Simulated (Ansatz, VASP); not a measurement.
# SrCl2: VASP beside Ansatz

```
CELL_PARAMETERS angstrom
2.45672 1.41839 4.01532
-2.45672 1.41839 4.01532
0.00000 -2.83678 4.01532
ATOMIC_POSITIONS crystal
Sr 0.00000 0.00000 0.00000
Cl 0.24995 0.24995 0.24995
Cl 0.75005 0.75005 0.75005
```

Alike in both runs: task single point; functional PBE; k mesh 6 × 6 × 6; no spin polarisation.

```csv
,VASP,Ansatz
version,VASP 6.6.1,Ansatz 0.2.0
potentials or method,"VASP PAW PBE potentials, release 64 (Sr_sv, Cl)","plane waves, PAW"
plane-wave cutoff (eV),520,420
occupations,"gaussian, width 0.01 eV",fixed
valence electrons in the cell,24,24
```

```csv
,VASP,Ansatz,Ansatz less VASP
gap on the k mesh at the Fermi level (eV),5.38,5.39,+0.006
pressure (GPa),1.5,1.4,-0.09
```

A k mesh can miss the band edges.
